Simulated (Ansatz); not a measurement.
# Nb(100) with 4 layers of random Nb-Zn, 2x2: scattering by chemical disorder

How strongly does chemical disorder scatter in Nb(100) with 4 layers of random Nb-Zn, 2x2?

Method: Ansatz plane-wave DFT, PBE, PAW files; ballistic transport by layer matching (Landauer), zero bias; PAW set soft_1, in Ansatz 0.2.0.

### 1. Set-up

The cell holds 56 atoms: 54 Nb and 2 Zn. Cell: a = 6.613 Å, b = 6.613 Å, c = 23.144 Å, α = 90.0°, β = 90.0°, γ = 90.0°. It derives from Nb. Regions: lead, 40 atoms (40 Nb); scattering region, 16 atoms (14 Nb and 2 Zn). The structure is stacked along c, and the current runs across the ab planes.

### 2. With 4 alloy layers

In 4 layers a share of 0.125 of the sites is given to Zn at random. The layers about the cell's end stay perfect and serve as the lead. Energies from -0.05 to 0.05 eV in steps of 0.05 eV are too few for the program's thermal sum, so it prints no conductance; for a metal the transmission near the Fermi level serves, at a fraction of the cost.

input.yaml reads:

```yaml
crystal:
  lattice:
    - [6.6126, 0.0, 0.0]
    - [0.0, 6.6126, 0.0]
    - [0.0, 0.0, 23.1441]
  atoms:
    - { symbol: Nb, position: [0.0, 0.0, 0.0357142857] }
    - { symbol: Nb, position: [0.0, 0.5, 0.0357142857] }
    - { symbol: Nb, position: [0.5, 0.0, 0.0357142857] }
    - { symbol: Nb, position: [0.5, 0.5, 0.0357142857] }
    - { symbol: Nb, position: [0.25, 0.25, 0.1071428571] }
    - { symbol: Nb, position: [0.25, 0.75, 0.1071428571] }
    - { symbol: Nb, position: [0.75, 0.25, 0.1071428571] }
    - { symbol: Nb, position: [0.75, 0.75, 0.1071428571] }
    - { symbol: Nb, position: [0.0, 0.0, 0.1785714286] }
    - { symbol: Nb, position: [0.0, 0.5, 0.1785714286] }
    - { symbol: Nb, position: [0.5, 0.0, 0.1785714286] }
    - { symbol: Nb, position: [0.5, 0.5, 0.1785714286] }
    - { symbol: Nb, position: [0.25, 0.25, 0.25] }
    - { symbol: Nb, position: [0.25, 0.75, 0.25] }
    - { symbol: Nb, position: [0.75, 0.25, 0.25] }
    - { symbol: Nb, position: [0.75, 0.75, 0.25] }
    - { symbol: Nb, position: [0.0, 0.0, 0.3214285714] }
    - { symbol: Nb, position: [0.0, 0.5, 0.3214285714] }
    - { symbol: Nb, position: [0.5, 0.0, 0.3214285714] }
    - { symbol: Nb, position: [0.5, 0.5, 0.3214285714] }
    - { symbol: Nb, position: [0.25, 0.25, 0.3928571429] }
    - { symbol: Nb, position: [0.25, 0.75, 0.3928571429] }
    - { symbol: Nb, position: [0.75, 0.25, 0.3928571429] }
    - { symbol: Nb, position: [0.75, 0.75, 0.3928571429] }
    - { symbol: Nb, position: [0.0, 0.0, 0.4642857143] }
    - { symbol: Nb, position: [0.0, 0.5, 0.4642857143] }
    - { symbol: Nb, position: [0.5, 0.0, 0.4642857143] }
    - { symbol: Nb, position: [0.5, 0.5, 0.4642857143] }
    - { symbol: Nb, position: [0.25, 0.25, 0.5357142857] }
    - { symbol: Nb, position: [0.25, 0.75, 0.5357142857] }
    - { symbol: Nb, position: [0.75, 0.25, 0.5357142857] }
    - { symbol: Nb, position: [0.75, 0.75, 0.5357142857] }
    - { symbol: Zn, position: [0.0, 0.0, 0.6071428571] }
    - { symbol: Nb, position: [0.0, 0.5, 0.6071428571] }
    - { symbol: Nb, position: [0.5, 0.0, 0.6071428571] }
    - { symbol: Zn, position: [0.5, 0.5, 0.6071428571] }
    - { symbol: Nb, position: [0.25, 0.25, 0.6785714286] }
    - { symbol: Nb, position: [0.25, 0.75, 0.6785714286] }
    - { symbol: Nb, position: [0.75, 0.25, 0.6785714286] }
    - { symbol: Nb, position: [0.75, 0.75, 0.6785714286] }
    - { symbol: Nb, position: [0.0, 0.0, 0.75] }
    - { symbol: Nb, position: [0.0, 0.5, 0.75] }
    - { symbol: Nb, position: [0.5, 0.0, 0.75] }
    - { symbol: Nb, position: [0.5, 0.5, 0.75] }
    - { symbol: Nb, position: [0.25, 0.25, 0.8214285714] }
    - { symbol: Nb, position: [0.25, 0.75, 0.8214285714] }
    - { symbol: Nb, position: [0.75, 0.25, 0.8214285714] }
    - { symbol: Nb, position: [0.75, 0.75, 0.8214285714] }
    - { symbol: Nb, position: [0.0, 0.0, 0.8928571429] }
    - { symbol: Nb, position: [0.0, 0.5, 0.8928571429] }
    - { symbol: Nb, position: [0.5, 0.0, 0.8928571429] }
    - { symbol: Nb, position: [0.5, 0.5, 0.8928571429] }
    - { symbol: Nb, position: [0.25, 0.25, 0.9642857143] }
    - { symbol: Nb, position: [0.25, 0.75, 0.9642857143] }
    - { symbol: Nb, position: [0.75, 0.25, 0.9642857143] }
    - { symbol: Nb, position: [0.75, 0.75, 0.9642857143] }
kpoints:
  mp_grid: { grid: [4, 4, 1] }
hamiltonian:
  xc: pbe
  pseudopotentials: { kind: paw, azcp: { folder: soft_1 } }
scf:
  occupations: { method: fermi_dirac, width: 0.1 }
output:
  transmission: { leads: [[0, 4]], kmesh: [8, 8], e_range: [-0.05, 0.05], de: 0.05 }
  write_potential: true
  write_density: true
  volumetric_format: npy
```

On the command line:

```
$ ansatz run input.yaml --threads 4 --pin off --max-ram 15360MiB --backend cpu --events-out ev --progress --plain --runs-dir out
```

Numbers of over 12 decimals in the logs are rounded to 6 here.

What it wrote:

```text
Engine: ansatz 0.2.0, aarch64-unknown-linux-gnu
Pseudopotentials: kind: paw
Pseudopotential: Nb, paw, valence charge 13, recommended cutoff 420 eV (normal), soft_1/Nb.paw.azcp
Pseudopotential: Zn, paw, valence charge 12, recommended cutoff 420 eV (normal), soft_1/Zn.paw.azcp
Functional definition: PBE
  parameter kappa = 0.804
  parameter beta = 0.066725
  exchange = pbe_x(kappa = kappa, mu = beta*pi^2/3)
  correlation = pbe_c(beta = beta)
Crystal: 56 atoms, lattice volume = 1012.010 Å³
Basis set: ecut = 420 eV, 19757 PW (Γ)
Bands: 436, of which v1, the nominal top of the filled ones, is band 363 counted from 1 (362 counted from 0)
Symmetry: 32 space group operations
Space group: P4/mmm (ITA 123), of the structure as read, at distance tolerance 1.0e-4 Å
k-points: 6 of 16
Non-local potential: Nb, projectors of the file, l = 0: 3, l = 1: 2, l = 2: 2, l = 3: 1
Non-local potential: Zn, projectors of the file, l = 0: 2, l = 1: 2, l = 2: 3, l = 3: 1
PAW form: soft (Blöchl's): semilocal exchange-correlation on the pseudo side does not see the compensation charge
PAW one-centre angular grid: Nb, 590 points (default); XC on 64 Gauss nodes
PAW one-centre angular grid: Zn, 590 points (default); XC on 64 Gauss nodes
Initial density: superposition of atomic densities (chi_scale 0.1, normalization cell, long waves kept (reshape's long-wave potential 0.18 eV rms))
Initial wavefunctions: pseudopotential atomic-orbital guess
Functional: x = pbe(κ = 0.804, μ = 0.219515), c = pbe(β = 0.066725)
SCF iter   1: F=—  HF=-252494.950563 eV  |F-HF|=—  |Δ(HF+E_count)|=         —  Δρ=8.59e-2  dr2=7.34e2  ethr=3.10e-3  ⟨swp⟩=6.8  Hψ=11197  notcnv=0  defer=9
preconditioner: auto → Kerker (q_TF=auto, 2.581 Å⁻¹)  [metal: Δε(μ)=0.004 eV  Ē_g=3.953 eV  σ=0.100 eV  W_gap=0.01  n_scr=294 (ndim 8)  ℏωp=20.0 eV  f_vac=0.000  D(μ)=60.91/eV (n_scr^D=636)]
SCF iter   2: F=—  HF=-252473.058021 eV  |F-HF|=—  |Δ(HF+E_count)|=    2.19e1  Δρ=4.80e-2  dr2=2.10e2  ethr=3.10e-3  ⟨swp⟩=3.0  Hψ=5263  notcnv=0  defer=31
SCF iter   3: F=—  HF=-252464.780188 eV  |F-HF|=—  |Δ(HF+E_count)|=    8.28e0  Δρ=1.96e-2  dr2=3.86e0  ethr=3.10e-3  ⟨swp⟩=4.5  Hψ=5835  notcnv=0  defer=12
SCF iter   4: F=—  HF=-252464.011135 eV  |F-HF|=—  |Δ(HF+E_count)|=   7.69e-1  Δρ=6.08e-3  dr2=7.38e-1  ethr=5.32e-4  ⟨swp⟩=2.3  Hψ=3918  notcnv=0  defer=12
SCF iter   5: F=—  HF=-252463.951508 eV  |F-HF|=—  |Δ(HF+E_count)|=   5.96e-2  Δρ=1.72e-3  dr2=2.29e-1  ethr=1.02e-4  ⟨swp⟩=2.5  Hψ=4048  notcnv=0  defer=5
SCF iter   6: F=—  HF=-252463.946998 eV  |F-HF|=—  |Δ(HF+E_count)|=   4.51e-3  Δρ=7.34e-4  dr2=2.76e-2  ethr=3.15e-5  ⟨swp⟩=1.8  Hψ=2745  notcnv=0  defer=5
SCF iter   7: F=—  HF=-252463.946273 eV  |F-HF|=—  |Δ(HF+E_count)|=   7.24e-4  Δρ=1.21e-4  dr2=1.35e-4  ethr=3.80e-6  ⟨swp⟩=2.0  Hψ=3100  notcnv=0  defer=5
SCF iter   8: F=—  HF=-252463.946276 eV  |F-HF|=—  |Δ(HF+E_count)|=   2.28e-6  Δρ=2.39e-5  dr2=5.01e-6  ethr=1.86e-8  ⟨swp⟩=2.0  Hψ=3628  notcnv=0  defer=5
SCF iter   9: F=—  HF=-252463.945612 eV  |F-HF|=—  |Δ(HF+E_count)|=   6.64e-4  Δρ=1.55e-5  dr2=3.06e-6  ethr=6.90e-10  ⟨swp⟩=2.0  Hψ=3615  notcnv=0  defer=5
SCF iter  10: F=-252463.945611 eV  HF=-252463.945611 eV  |F-HF|=6.71e-8  |Δ(HF+E_count)|=   4.22e-7  Δρ=1.59e-6  dr2=7.63e-8  ethr=1.38e-11  ⟨swp⟩=7.3  Hψ=9470  notcnv=0
SCF 1 converged in 10 iterations: F = -252463.945611 eV  dr2 = 7.63e-8
  greatest PAW one-centre occupation: 0.998 electrons in one spin orbital (limit 2), on the Nb atom at site 43 (counted from 0), in its partial waves of l = 0
transmission: 63 of 630 steps passed
transmission: 126 of 630 steps passed
[...]
transmission: 630 of 630 steps passed
SCF converged after 10 iterations
Free energy (F): -252463.945611 eV
Harris-Foulkes:  -252463.945611 eV  (|F-HF|=6.71e-8)
Internal energy: -252461.579507 eV  (E = F + TS)
E sigma→0 (E₀):  -252462.762559 eV
Entropy (-TS):   -2.366105 eV (-42.252 meV/atom)
Fermi energy:    17.436123 eV
--- Per-component energies (eV) ---
  E_band       = -3647.888944
  E_kinetic    = 20446.282789
  E_local      = -38766.260408  (includes V_loc(G=0)·N_el)
  E_nonlocal   = 6756.128858
  E_hartree    = 13023.929801
  E_xc         = -9108.863882
  E_vxc        = -10940.975799  (∫ρ·V_xc dr)
  E_paw        = -170228.334168  (= ΣΔE_a)
  E_vpaw       = -7190.920537  (= ΣTr[D̂ρ^β])
  E_aug_tail   = 0.001525  (compensation charges beyond the density's cutoff)
  E_ewald      = -74584.464021
  E_smearing   = -2.366105  (= −TS)
  E_closure    = 0.000000  (closes the sum)
  Σ components = -252463.945611   (vs F -252463.945611, Δ=0.00e0)
--- Band table (eV; the first three rows and the last of 6) ---
  k-point 0: bands = [... 359 lower, 17.7581, 17.7581, 17.7808, 17.7808, 17.8392, 17.9577, 17.9606, 17.9606, ... 69 higher]
  k-point 1: bands = [... 359 lower, 17.6045, 17.6158, 17.6225, 17.6733, 17.6741, 17.7220, 17.8216, 17.9073, ... 69 higher]
  k-point 2: bands = [... 359 lower, 17.3476, 17.3624, 17.3624, 17.3813, 17.3813, 17.4599, 17.4599, 17.5614, ... 69 higher]
  k-point 5: bands = [... 359 lower, 16.7722, 16.8172, 16.8172, 16.8277, 16.8277, 16.9293, 16.9293, 16.9522, ... 69 higher]
--- Transmission ---
  basis      : 385 plane waves across, 42 finite elements along
  points     : 15, standing for a mesh of 8 x 8
  energies   : 3 from -0.050000 to 0.050000 eV about the Fermi level, 0.050000 eV apart; the leads are filled to 0.000000 eV, and channels, transmission and decay are at 0.000000 eV
  crystal 0  : Nb4, at the sites [0, 4], period 1.6532 Å, over 21.49 Å; its Hamiltonian steps by up to 7.3 meV
    offset         : up to 0.0000 Å between an atom of the period and one for which it stands
    channels       : 1.085938e1 a spin
    conductance    : none, the energies end too early or step too widely for 300 K: set another output.transmission.e_range or a lower de, or, where they end at an eighth of basis.ecutwfc, a higher one
  junction   : crystal 0 to crystal 0, 2.61 to 24.10 Å
    transmission   : 5.524576e0 a spin
    conductance    : none, the energies end too early or step too widely for 300 K: set another output.transmission.e_range or a lower de, or, where they end at an eighth of basis.ecutwfc, a higher one
```

The job ended after 8.6 min (4 threads of Arm Neoverse V1, shared host; peak memory 8.2 GiB; 30 min of CPU time).

Numbers from this step:

| Item | Value |
| --- | --- |
| free energy | -252463.9456 eV |
| energy at zero smearing | -252462.7626 eV |
| Fermi energy | 17.44 eV |
| cell area | 43.73 Å² |
| transmission per spin nearest the Fermi level | 5.525 |
| open channels per spin nearest the Fermi level | 10.86 |
| step of the lead's potential | 7.3 meV |

Per spin. Transmission, zone mean against energy, zero at the Fermi level:

| energy (eV) | transmission, zone mean |
| --- | --- |
| -0.0500 | 5.69 |
| 0.0000 | 5.52 |
| 0.0500 | 5.29 |

Per spin. Open channels, zone mean, lead against energy, zero at the Fermi level:

| energy (eV) | open channels, zone mean, lead |
| --- | --- |
| -0.0500 | 11.5 |
| 0.0000 | 10.9 |
| 0.0500 | 10.2 |

Transmission over k1 and k2. At 0.0000 eV from the Fermi level.

Ten even steps from '0' (1.90) to '9' (8.01):
```
22568652
25579755
36787876
58977798
36787876
25579755
22568652
02235322
```
Columns: k1 (b1) from -0.5 to 0.375; rows upwards: k2 (b2) from -0.5 to 0.375.

Open channels over k1 and k2. At 0.0000 eV from the Fermi level.

Ten even steps from '0' (4.0) to '9' (14.0):
```
05599955
65689865
69877789
99977799
69877789
65689865
05599955
00669660
```
Columns: k1 (b1) from -0.5 to 0.375; rows upwards: k2 (b2) from -0.5 to 0.375.

Over the solved energies the transmission per spin lies between 5.29 and 5.69, out of 10.9 channels of the lead on average (up to 11.5).

### 3. With 8 alloy layers

In 8 layers a share of 0.125 of the sites is given to Zn at random. A fresh draw is used; the growth of the resistance with length is what counts.

System of this step: Nb(100) with 8 layers of random Nb-Zn, 2x2. The cell holds 72 atoms: 68 Nb and 4 Zn. Its edges and angles: a = 6.613 Å, b = 6.613 Å, c = 29.757 Å, α = 90.0°, β = 90.0°, γ = 90.0°. It derives from Nb. Regions: lead, 40 atoms (40 Nb); scattering region, 32 atoms (28 Nb and 4 Zn). The structure is stacked along c, and the current runs across the ab planes.

input.yaml reads:

```yaml
crystal:
  lattice:
    - [6.6126, 0.0, 0.0]
    - [0.0, 6.6126, 0.0]
    - [0.0, 0.0, 29.7567]
  atoms:
    - { symbol: Nb, position: [0.0, 0.0, 0.0277777778] }
    - { symbol: Nb, position: [0.0, 0.5, 0.0277777778] }
    - { symbol: Nb, position: [0.5, 0.0, 0.0277777778] }
    - { symbol: Nb, position: [0.5, 0.5, 0.0277777778] }
    - { symbol: Nb, position: [0.25, 0.25, 0.0833333333] }
    - { symbol: Nb, position: [0.25, 0.75, 0.0833333333] }
    - { symbol: Nb, position: [0.75, 0.25, 0.0833333333] }
    - { symbol: Nb, position: [0.75, 0.75, 0.0833333333] }
    - { symbol: Nb, position: [0.0, 0.0, 0.1388888889] }
    - { symbol: Nb, position: [0.0, 0.5, 0.1388888889] }
    - { symbol: Nb, position: [0.5, 0.0, 0.1388888889] }
    - { symbol: Nb, position: [0.5, 0.5, 0.1388888889] }
    - { symbol: Nb, position: [0.25, 0.25, 0.1944444444] }
    - { symbol: Nb, position: [0.25, 0.75, 0.1944444444] }
    - { symbol: Nb, position: [0.75, 0.25, 0.1944444444] }
    - { symbol: Nb, position: [0.75, 0.75, 0.1944444444] }
    - { symbol: Nb, position: [0.0, 0.0, 0.25] }
    - { symbol: Nb, position: [0.0, 0.5, 0.25] }
    - { symbol: Nb, position: [0.5, 0.0, 0.25] }
    - { symbol: Nb, position: [0.5, 0.5, 0.25] }
    - { symbol: Nb, position: [0.25, 0.25, 0.3055555556] }
    - { symbol: Nb, position: [0.25, 0.75, 0.3055555556] }
    - { symbol: Zn, position: [0.75, 0.25, 0.3055555556] }
    - { symbol: Nb, position: [0.75, 0.75, 0.3055555556] }
    - { symbol: Nb, position: [0.0, 0.0, 0.3611111111] }
    - { symbol: Nb, position: [0.0, 0.5, 0.3611111111] }
    - { symbol: Nb, position: [0.5, 0.0, 0.3611111111] }
    - { symbol: Nb, position: [0.5, 0.5, 0.3611111111] }
    - { symbol: Nb, position: [0.25, 0.25, 0.4166666667] }
    - { symbol: Nb, position: [0.25, 0.75, 0.4166666667] }
    - { symbol: Nb, position: [0.75, 0.25, 0.4166666667] }
    - { symbol: Nb, position: [0.75, 0.75, 0.4166666667] }
    - { symbol: Nb, position: [0.0, 0.0, 0.4722222222] }
    - { symbol: Nb, position: [0.0, 0.5, 0.4722222222] }
    - { symbol: Nb, position: [0.5, 0.0, 0.4722222222] }
    - { symbol: Nb, position: [0.5, 0.5, 0.4722222222] }
    - { symbol: Zn, position: [0.25, 0.25, 0.5277777778] }
    - { symbol: Nb, position: [0.25, 0.75, 0.5277777778] }
    - { symbol: Nb, position: [0.75, 0.25, 0.5277777778] }
    - { symbol: Nb, position: [0.75, 0.75, 0.5277777778] }
    - { symbol: Nb, position: [0.0, 0.0, 0.5833333333] }
    - { symbol: Nb, position: [0.0, 0.5, 0.5833333333] }
    - { symbol: Nb, position: [0.5, 0.0, 0.5833333333] }
    - { symbol: Nb, position: [0.5, 0.5, 0.5833333333] }
    - { symbol: Nb, position: [0.25, 0.25, 0.6388888889] }
    - { symbol: Nb, position: [0.25, 0.75, 0.6388888889] }
    - { symbol: Zn, position: [0.75, 0.25, 0.6388888889] }
    - { symbol: Nb, position: [0.75, 0.75, 0.6388888889] }
    - { symbol: Nb, position: [0.0, 0.0, 0.6944444444] }
    - { symbol: Nb, position: [0.0, 0.5, 0.6944444444] }
    - { symbol: Nb, position: [0.5, 0.0, 0.6944444444] }
    - { symbol: Zn, position: [0.5, 0.5, 0.6944444444] }
    - { symbol: Nb, position: [0.25, 0.25, 0.75] }
    - { symbol: Nb, position: [0.25, 0.75, 0.75] }
    - { symbol: Nb, position: [0.75, 0.25, 0.75] }
    - { symbol: Nb, position: [0.75, 0.75, 0.75] }
    - { symbol: Nb, position: [0.0, 0.0, 0.8055555556] }
    - { symbol: Nb, position: [0.0, 0.5, 0.8055555556] }
    - { symbol: Nb, position: [0.5, 0.0, 0.8055555556] }
    - { symbol: Nb, position: [0.5, 0.5, 0.8055555556] }
    - { symbol: Nb, position: [0.25, 0.25, 0.8611111111] }
    - { symbol: Nb, position: [0.25, 0.75, 0.8611111111] }
    - { symbol: Nb, position: [0.75, 0.25, 0.8611111111] }
    - { symbol: Nb, position: [0.75, 0.75, 0.8611111111] }
    - { symbol: Nb, position: [0.0, 0.0, 0.9166666667] }
    - { symbol: Nb, position: [0.0, 0.5, 0.9166666667] }
    - { symbol: Nb, position: [0.5, 0.0, 0.9166666667] }
    - { symbol: Nb, position: [0.5, 0.5, 0.9166666667] }
    - { symbol: Nb, position: [0.25, 0.25, 0.9722222222] }
    - { symbol: Nb, position: [0.25, 0.75, 0.9722222222] }
    - { symbol: Nb, position: [0.75, 0.25, 0.9722222222] }
    - { symbol: Nb, position: [0.75, 0.75, 0.9722222222] }
kpoints:
  mp_grid: { grid: [4, 4, 1] }
hamiltonian:
  xc: pbe
  pseudopotentials: { kind: paw, azcp: { folder: soft_1 } }
scf:
  occupations: { method: fermi_dirac, width: 0.1 }
output:
  transmission: { leads: [[0, 4]], kmesh: [8, 8], e_range: [-0.05, 0.05], de: 0.05 }
  write_potential: true
  write_density: true
  volumetric_format: npy
```

What it wrote:

```text
[...]
Crystal: 72 atoms, lattice volume = 1301.156 Å³
Basis set: ecut = 420 eV, 25467 PW (Γ)
Bands: 560, of which v1, the nominal top of the filled ones, is band 466 counted from 1 (465 counted from 0)
Symmetry: 1 space group operations
[...]
k-points: 10 of 16 (time reversal used)
[...]
SCF iter   1: F=—  HF=-322877.916466 eV  |F-HF|=—  |Δ(HF+E_count)|=         —  Δρ=8.93e-2  dr2=2.19e3  ethr=3.10e-3  ⟨swp⟩=6.7  Hψ=22673  notcnv=0  defer=12
[...]
SCF iter  12: F=-322834.234696 eV  HF=-322834.234696 eV  |F-HF|=7.64e-8  |Δ(HF+E_count)|=   1.05e-8  Δρ=2.49e-6  dr2=5.26e-8  ethr=1.07e-11  ⟨swp⟩=10.3  Hψ=17600  notcnv=0
SCF 1 converged in 12 iterations: F = -322834.234696 eV  dr2 = 5.26e-8
[...]
transmission: 192 of 1870 steps passed
transmission: 375 of 1870 steps passed
[...]
transmission: 1870 of 1870 steps passed
SCF converged after 12 iterations
Free energy (F): -322834.234696 eV
[...]
Internal energy: -322831.222871 eV  (E = F + TS)
E sigma→0 (E₀):  -322832.728784 eV
Entropy (-TS):   -3.011825 eV (-41.831 meV/atom)
Fermi energy:    17.267933 eV
[...]
--- Band table (eV; the first three rows and the last of 10) ---
  k-point 0: bands = [... 462 lower, 17.6645, 17.6965, 17.7058, 17.7117, 17.7299, 17.7537, 17.7736, 17.8231, ... 90 higher]
  k-point 1: bands = [... 462 lower, 17.4744, 17.5056, 17.5220, 17.5369, 17.5560, 17.5696, 17.6060, 17.6165, ... 90 higher]
  k-point 2: bands = [... 462 lower, 17.1842, 17.1914, 17.1954, 17.1992, 17.2135, 17.2176, 17.2250, 17.2574, ... 90 higher]
  k-point 9: bands = [... 462 lower, 16.6578, 16.6804, 16.7010, 16.7089, 16.7145, 16.7426, 16.7775, 16.7829, ... 90 higher]
--- Transmission ---
  basis      : 385 plane waves across, 55 finite elements along
  points     : 34, standing for a mesh of 8 x 8
[...]
channels       : 1.060938e1 a spin
[...]
junction   : crystal 0 to crystal 0, 0.70 to 28.80 Å
    transmission   : 4.025141e0 a spin
[...]
```

It took 31 min on 4 threads; peak memory 8.3 GiB.

Numbers from this step:

- free energy: -322834.2347 eV
- energy at zero smearing: -322832.7288 eV
- Fermi energy: 17.27 eV
- transmission per spin nearest the Fermi level: 4.025
- open channels per spin nearest the Fermi level: 10.61

Per spin. The transmission, zone mean by energy, zero at the Fermi level:

| energy (eV) | transmission, zone mean |
| --- | --- |
| -0.0500 | 4.12 |
| 0.0000 | 4.03 |
| 0.0500 | 3.90 |

Over the solved energies the transmission per spin lies between 3.90 and 4.12, out of 10.7 channels of the lead on average (up to 11.5).

(Part 1 of 2 ends here.)

[Logs are printed without paths, hosts, clocks, repeated set-up lines and the standing remarks that a program may print on its own settings, such as how far it seeks lower states.]

[Hosts, paths, dates, database ids (printed as entryN), source tags and the programs' standing remarks are cut or masked in the printed files.]
